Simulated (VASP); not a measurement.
# SnSe2 (P-3m1) in VASP: single point with r2SCAN

Aim: the single point of SnSe2 with r2SCAN.

Everything below comes from runs of VASP 6.6.1. Logs are shortened: lines on timing, memory, paths and dates and some standing lists are left out, and cuts for length are marked.

### Step 1. The crystal as given

The structure is trigonal, space group P-3m1 (No. 164). Conventional cell: a = 3.811 Å, b = 3.811 Å, c = 6.137 Å, α = 90.00°, β = 90.00°, γ = 120.00°. Sn (site symmetry -3m) has 6 Se at 2.68 Å as nearest neighbours. Around Se (site symmetry 3m) lie 3 Sn at 2.68 Å.

### Step 2. Single point, r2SCAN

Contents of POSCAR:

```
SnSe2
1.0
    3.8109987816      0.0000000000      0.0000000000
   -1.9054993908      3.3004217586      0.0000000000
    0.0000000000      0.0000000000      6.1370000000
Sn Se
1 2
Direct
    0.0000000000      0.0000000000      0.0000000000
    0.3333333333      0.6666666667      0.2500000000
    0.6666666667      0.3333333333      0.7500000000
```

Contents of INCAR.step1:

```
SYSTEM = SnSe2
PREC = Accurate
ENCUT = 520
ISMEAR = 0
SIGMA = 0.1
LREAL = .FALSE.
LASPH = .TRUE.
NELM = 100
NBANDS = 20
GGA = PE
ALGO = Normal
EDIFF = 1E-4
LWAVE = .TRUE.
LCHARG = .FALSE.
```

Contents of INCAR.step2:

```
SYSTEM = SnSe2
PREC = Accurate
ENCUT = 520
EDIFF = 1E-6
ISMEAR = 0
SIGMA = 0.1
LREAL = .FALSE.
LASPH = .TRUE.
NELM = 100
ALGO = Normal
ISIF = 2
LWAVE = .FALSE.
LCHARG = .TRUE.
METAGGA = R2SCAN
LMIXTAU = .TRUE.
LELF = .TRUE.
LVHAR = .TRUE.
NBANDS = 20
ISTART = 1
```

Contents of KPOINTS:

```
Automatic mesh
0
G
  6 6 4
  0 0 0
```

Potentials or basis: VASP PAW PBE potentials, release 64 (Sn_d, Se).

Started as:

```bash
> cat potpaw_PBE.64/Sn_d/POTCAR potpaw_PBE.64/Se/POTCAR > POTCAR
> cp INCAR.step1 INCAR
> mpirun -np 1 vasp_std > vasp.out
> cp INCAR.step2 INCAR
> mpirun -np 1 vasp_std > vasp.out
```

OUTCAR:

```text
SYSTEM = SnSe2
   PREC = Accurate
   ENCUT = 520
   EDIFF = 1E-6
   ISMEAR = 0
   LREAL = .FALSE.
   LASPH = .TRUE.
   NELM = 100
   ISIF = 2
   METAGGA = R2SCAN
   ISTART = 1

 ion  position               nearest neighbor table
   1  0.000  0.000  0.000-   2 2.68   3 2.68   2 2.68   3 2.68   3 2.68   2 2.68
   2  0.333  0.667  0.250-   1 2.68   1 2.68   1 2.68
   3  0.667  0.333  0.750-   1 2.68   1 2.68   1 2.68

  LATTYP: Found a hexagonal cell.
 ALAT       =     3.8109987816
 C/A-ratio  =     1.6103390087

  Lattice vectors:

 A1 = (   3.8109987816,   0.0000000000,   0.0000000000)
 A2 = (  -1.9054993908,   3.3004217586,   0.0000000000)
 A3 = (   0.0000000000,   0.0000000000,   6.1370000000)

Analysis of symmetry for initial positions (statically):
=====================================================================
 Subroutine PRICEL returns:
 Original cell was already a primitive cell.

 Routine SETGRP: Setting up the symmetry group for a
 hexagonal supercell.

 Subroutine GETGRP returns: Found 12 space group operations
 (whereof 12 operations were pure point group operations)
 out of a pool of 24 trial point group operations.

The static configuration has the point symmetry D_3d.

Analysis of symmetry for dynamics (positions and initial velocities):
=====================================================================
 Subroutine PRICEL returns:
 Original cell was already a primitive cell.

 Routine SETGRP: Setting up the symmetry group for a
 hexagonal supercell.

 Subroutine GETGRP returns: Found 12 space group operations
 (whereof 12 operations were pure point group operations)
 out of a pool of 24 trial point group operations.

The dynamic configuration has the point symmetry D_3d.

 Subroutine INISYM returns: Found 12 space group operations
 (whereof 12 operations are pure point group operations),
 and found     1 'primitive' translations

----------------------------------------------------------------------------------------

                                     Primitive cell

  volume of cell :      77.1906

  direct lattice vectors                    reciprocal lattice vectors
     3.810998782  0.000000000  0.000000000     0.262398405  0.151495789  0.000000000
    -1.905499391  3.300421759  0.000000000     0.000000000  0.302991579  0.000000000
     0.000000000  0.000000000  6.137000000     0.000000000  0.000000000  0.162946065

  length of vectors
[... 75 lines left out ...]
   ISTART =      1    job   : 0-new  1-cont  2-samecut
   ICHARG =      0    charge: 1-file 2-atom 10-const
   ISPIN  =      1    spin polarized calculation?
   LNONCOLLINEAR =      F non collinear calculations
   LSORBIT =      F    spin-orbit coupling
   LASPH  =      T    aspherical Exc in radial PAW
   ENCUT  =  520.0 eV  38.22 Ry    6.18 a.u.   7.09  7.09 11.41*2*pi/ulx,y,z
   NELM   =    100;   NELMIN=  2; NELMDL=  0     # of ELM steps
   EDIFF  = 0.1E-05   stopping-criterion for ELM
   LREAL  =      F    real-space projection
[... 7 lines left out ...]
   TEBEG  =    0.0;   TEEND  =   0.0 temperature during run
   PSTRESS=    0.0 pullay stress
   NELECT =      26.0000    total number of electrons
   NUPDOWN=      -1.0000    fix difference up-down
   EMIN   =  10.00;   EMAX   =-10.00  energy-range for DOS
   EFERMI =   0.00;   METHOD = LEGACY
   ISMEAR =     0;   SIGMA  =   0.10  broadening in eV -4-tet -1-fermi 0-gaus
   EFERMI_NEDOS =   21; number of points for ismear=-14 and -15
   IALGO  =     38    algorithm
   IMIX   =      4    mixing-type and parameters
     AMIX     =   0.40;   BMIX     =  1.00
     AMIX_MAG =   1.60;   BMIX_MAG =  1.00
  volume/ion in A,a.u.               =      25.73       173.64
  Fermi-wavevector in a.u.,A,eV,Ry     =   1.139054  2.152501 17.652812  1.297445
  Thomas-Fermi vector in A             =   2.275758
   LORBIT       =      0    0 simple, 1 ext, 2 COOP (PROOUT), +10 PAW based schemes
   METAGGA = R2SCAN    functional components
   LHFCALC =     F    Hartree Fock is set to
   AEXX    =    0.0000 exact exchange contribution
   IVDW    =     0    specifies the selected vdW correction
   LEPSILON=     F    determine dielectric tensor
   LRPA    =     F    only Hartree local field effects (RPA)
 non-spin polarized calculation
 Gauss-broadening in eV      SIGMA  =   0.10
  energy-cutoff  :      520.00
  volume of cell :       77.19
 maximum number of plane-waves:      2109
   NGX = 15   NGY = 15   NGZ = 23

 number of electron      26.0000006 magnetization

 Free energy of the ion-electron system (eV)
  ---------------------------------------------------
  ext. energy  EPLUGINS =         0.00000000
  ---------------------------------------------------
  free energy    TOTEN  =       -54.58321676 eV

  energy without entropy =      -54.58321676  energy(sigma->0) =      -54.58321676

 E-fermi :   4.3635     XC(G=0): -10.0097

 val. band max:        3.8722566886   @ k =   0.0000   0.0000   0.0000
 cond. band min:       4.9772954131   @ k =   0.5000   0.0000   0.2500
 fundamental gap:      1.1050387244
 Fermi energy:         4.3635401548

 k-point     1 :       0.0000    0.0000    0.0000
  band No.  band energies     occupation
      1     -18.0428      2.00000
      2     -18.0428      2.00000
      3     -17.9837      2.00000
      4     -17.9716      2.00000
      5     -17.9716      2.00000
      6     -10.6086      2.00000
[... 541 lines left out ...]
     19      13.5172      0.00000
     20      13.5921      0.00000

------------------------ aborting loop because EDIFF is reached ----------------------------------------

  FORCE on cell =-STRESS in cart. coord.  units (eV):
  Direction    XX          YY          ZZ          XY          YZ          ZX
  --------------------------------------------------------------------------------------
  -------------------------------------------------------------------------------------
  Total        1.4545291      1.4545291      2.0126669      0.0000000     -0.0000000      0.0000000
  in kB       30.1903834     30.1903834     41.7751585      0.0000000     -0.0000000      0.0000000
  external PRESSURE =      34.0519751 kB  Pullay stress =       0.0000000 kB

 VOLUME and BASIS-vectors are now :
 -----------------------------------------------------------------------------
  energy-cutoff  :      520.00
  volume of cell :       77.19
      direct lattice vectors                 reciprocal lattice vectors
     3.810998782  0.000000000  0.000000000     0.262398405  0.151495789  0.000000000
    -1.905499391  3.300421759  0.000000000     0.000000000  0.302991579  0.000000000
     0.000000000  0.000000000  6.137000000     0.000000000  0.000000000  0.162946065

 POSITION                                       TOTAL-FORCE (eV/Angst)
 -----------------------------------------------------------------------------------
      0.00000      0.00000      0.00000        -0.000000      0.000000     -0.000000
     -0.00000      2.20028      1.53425        -0.000000      0.000000      0.453842
      1.90550      1.10014      4.60275         0.000000     -0.000000     -0.453842
 -----------------------------------------------------------------------------------
    total drift:                               -0.000000     -0.000000     -0.000000

  FREE ENERGIE OF THE ION-ELECTRON SYSTEM (eV)
  ---------------------------------------------------
  free  energy   TOTEN  =       -54.5832167569 eV

  energy  without entropy=      -54.5832167569  energy(sigma->0) =      -54.58321676
```

OUTCAR.step1:

```text
SYSTEM = SnSe2
   PREC = Accurate
   ENCUT = 520
   ISMEAR = 0
   LREAL = .FALSE.
   LASPH = .TRUE.
[... 775 lines left out ...]
      0.00000      0.00000      0.00000        -0.000000      0.000000      0.000000
     -0.00000      2.20028      1.53425         0.000000      0.000000      0.728156
      1.90550      1.10014      4.60275         0.000000      0.000000     -0.728156
 -----------------------------------------------------------------------------------
    total drift:                               -0.000000     -0.000000     -0.000000

  FREE ENERGIE OF THE ION-ELECTRON SYSTEM (eV)
  ---------------------------------------------------
  free  energy   TOTEN  =       -11.7470675116 eV

  energy  without entropy=      -11.7470675114  energy(sigma->0) =      -11.74706751
```

It took 65 s on 1 thread of Intel Xeon 6975P-C (Granite Rapids), shared host; peak memory 0.21 GiB.

Results:

| Item | Value |
| --- | --- |
| Free energy | -54.5832 eV |
| Pressure | 3.4 GPa |
| Largest force | 0.454 eV/Å |
| Band gap on the k mesh | 1.10 eV, indirect (least direct gap 1.53 eV) |

Forces in eV/Å, atoms in the order of the input:
```
Sn   0.000  0.000  0.000
Se   0.000  0.000  0.454
Se   0.000  0.000 -0.454
```

Stress tensor (GPa, compression positive):
```
3.02 0.00 0.00
0.00 3.02 0.00
0.00 0.00 4.18
```

Caveat: the PAW data sets were made with another functional, which shifts forces and pressure a little; spin-orbit coupling is left out, which moves the levels of the heavy elements; the cell's inner coordinates are idealised or old, which leaves forces on the atoms.
